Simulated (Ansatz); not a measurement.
MoS2: all-electron results

```yaml
crystal:
  lattice:
    - [1.58150, 0.91308, 6.12333]
    - [-1.58150, 0.91308, 6.12333]
    - [0.00000, -1.82616, 6.12333]
  atoms:
    - { symbol: Mo, position: [0.00000, 0.00000, 0.00000] }
    - { symbol: S, position: [0.74840, 0.74840, 0.74840] }
    - { symbol: S, position: [0.58490, 0.58490, 0.58490] }
```

Atoms are numbered in the order listed.

The conventional cell has a = 3.163 Å, b = 3.163 Å, c = 18.370 Å, α = 90.00°, β = 90.00°, γ = 120.00°. Around Mo (atom 1) lie 6 S at 2.36 Å. S (atom 2) is surrounded by 3 Mo at 2.36 Å. S (atom 3) has 3 Mo at 2.36 Å as nearest neighbours.

The geometry is COD entry 9007661, unchecked; take it as a test cell.

All numbers are computed: DFT, PBEsol, all-electron LAPW, scalar-relativistic (Ansatz 0.2.0); DFT, PBEsol, PAW with Ansatz's default frozen-core files, scalar-relativistic (Ansatz 0.2.0).

For LAPW: a Γ-centred 13×13×13 k mesh, Fermi–Dirac smearing of 0.05 eV, basis error target 0.5 meV/atom, no spin polarisation. PAW takes a cutoff of 420 eV at this cell (files made with PBE, cores remade for this functional). The Ansatz runs share mesh, smearing and spin set-up. Values come from LAPW unless marked.

```json
{
 "Band gap": "0.63 eV, indirect from T (0.5, 0.5, 0.5) to the line H0 (0.5, -0.181, 0.181)–L (0.5, 0, 0)",
 "Stress xx, yy, zz (compression positive)": "1.70, 1.70, 9.36 GPa",
 "Bader charges (from the PAW run)": "Mo1 +1.21, S2 -0.60, S3 -0.60 e",
 "Largest force": "1.014 eV/Å on S2",
 "Pressure at this cell": "4.25 GPa",
 "Volume per atom": "17.68 Å³"
}
```

Q: Give the computed value. Löwdin charges (with 0.21 e of the cell spilling out of the atomic basis, so their sizes and signs hang on that basis).

A: Mo1 0.29, S2 -0.04, S3 -0.04 e.

Q: Smallest direct gap on the path: what does the calculation give?

A: 1.63 eV.
